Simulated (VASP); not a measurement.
Runs of VASP 6.6.1 on Cd. The structure is monoclinic, space group C2/c (No. 15). Conventional cell: a = 2.938 Å, b = 8.553 Å, c = 3.539 Å, α = 90.00°, β = 92.02°, γ = 90.00°. Cd (site symmetry 2) is surrounded by 8 Cd at 2.86 to 3.10 Å. The cell was built by a generator and needn't be a form met in nature.

```tsv
task	cell	k mesh	cutoff (eV)	mesh quality	gap on the mesh (eV)	pressure (GPa)	largest force (eV/Å)
relaxation of cell and atoms	relaxed	6 × 6 × 6	600	coarse	none	-0.1	0.03
single point	Cmcm, 24.03 Å³/atom	18 × 18 × 18	520	not flagged	none	0.3	-
single point	C2/c, 23.94 Å³/atom	6 × 6 × 6	520	not flagged	none	0.3	0.02
single point	C2/c, 22.22 Å³/atom	6 × 6 × 6	520	coarse	none	(a)	0.33
```

Alike in all rows: level PBE; potentials or basis VASP PAW PBE potentials, release 64 (Cd); no spin polarisation; smearing gaussian 0.1 eV.

Question: Fill in the values left out.

Answer: (a) 5.5.

Caveats: some runs use coarse meshes.

A k mesh can miss the band edges, and the runs leave out spin-orbit coupling on Cd.

A gap of «none» marks a metal or a gap under the smearing width.
